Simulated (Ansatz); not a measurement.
# NaCl, space group Fm-3m: a relaxation of the ions

Run with the Ansatz DFT code, driven from Python.

Script `relax.py`:
```python
'''Ionic relaxation of NaCl.'''

from dataclasses import dataclass

import ansatz as az
from ase import Atoms
import numpy as np


@dataclass(frozen=True)
class RunConfig:
    filling: str = 'fixed'
    max_scf: int = 100


settings = RunConfig()

atoms = Atoms(
    ['Na', 'Cl'],
    scaled_positions=[
        (0.0, 0.0, 0.0),
        (0.5, 0.5, 0.5),
    ],
    cell=[
        (0.0, 2.81, 2.81),
        (2.81, 0.0, 2.81),
        (2.81, 2.81, 0.0),
    ],
    pbc=True,
)
crystal = az.Crystal.from_ase(atoms)
# a displaced start

base = (
    crystal.move(0, to=(0.0, 0.0, 0.03559)).calculation()
    .functional(az.Functional.PBESOL)
    .basis(24 * az.Ha, xc_grid=1)
    .kpoints(5, center='gamma')  # sampling of the Brillouin zone
    .occupations(settings.filling)
    .scf(max_iterations=settings.max_scf)
    .relax(max_steps=100)
)
steps = []


def collect(event):
    if event['event'] == 'relax_step':
        steps.append(event['data'])


outcome = base.session().plan().execute(on_event=collect)
summary = outcome.report
print('step   energy (eV)     max comp. (eV/A)  SCF')
for s in steps:
    print(f'{s["step"]:4d} {s["lagrangian_ev"]:15.5f} {s["allowed_force_max_ev_ang"]:12.4f} {s["n_scf"]:5d}')

first, last = steps[0], steps[-1]
symbols = [site.symbol for site in outcome.lattice.sites]
print(f'energy gained {first["lagrangian_ev"] - last["lagrangian_ev"]:.4f} eV in {len(steps) - 1} steps')

print('atom   start x y z (A)              end x y z (A)')
for symbol, a, b in zip(symbols, first['positions_ang'], last['positions_ang']):
    print(f'{symbol:3s}', ' '.join(f'{v:8.4f}' for v in a), '  ', ' '.join(f'{v:8.4f}' for v in b))

print('relaxed fractional positions')
for site in outcome.lattice.sites:
    print(f'  {site.symbol:2s}', ' '.join(f'{v % 1:8.5f}' for v in np.round(site.position_frac, 5)))

for key in ('converged', 'n_iterations', 'n_electrons', 'n_kpoints', 'n_pw', 'n_symmetry_ops', 'free_energy_ev', 'fermi_energy_ev'):
    print(f'{key:18s} {summary[key]}')
```

Running `python relax.py` prints:
```text
step   energy (eV)     max comp. (eV/A)  SCF
   1     -2540.27300       0.1381     6
   2     -2540.28232       0.0767     4
   3     -2540.28664       0.0034     5
   4     -2540.28664       0.0034     2
energy gained 0.0136 eV in 3 steps
atom   start x y z (A)              end x y z (A)
Na    0.1000   0.1000   0.0000      0.0513   0.0513   0.0000
Cl    2.8100   2.8100   2.8100      2.8587   2.8587   2.8100
relaxed fractional positions
  Na  0.00000  0.00000  0.01825
  Cl  0.50000  0.50000  0.51734
converged          True
n_iterations       2
n_electrons        16.0
n_kpoints          27
n_pw               1687
n_symmetry_ops     4
free_energy_ev     -2540.28664447364
fermi_energy_ev    1.129268741068535
```

Reading the output:
- These settings explore the input space; cutoff and mesh may be short of convergence.
- The Fermi level of a run with fixed occupations marks the highest occupied state on its mesh, not mid-gap.
- An absolute Fermi energy rests on an arbitrary zero of the periodic potential and has no direct meaning.
- Energies along a relaxation are free energies. A last row that repeats the one before re-solves the same geometry more tightly.
- Of the deposited cell: the entry's cell lengths or inner coordinates differ somewhat from later room-temperature determinations.
- The starting cell is as deposited in a crystallographic database; the results hold for this polymorph, which needn't be the stable one.
- Finished in 6.5 s on 1 thread of Arm Neoverse V1, on a shared host, peak memory 0.39 GiB.

(Lines on the test bed's own set-up are left out of the output.)
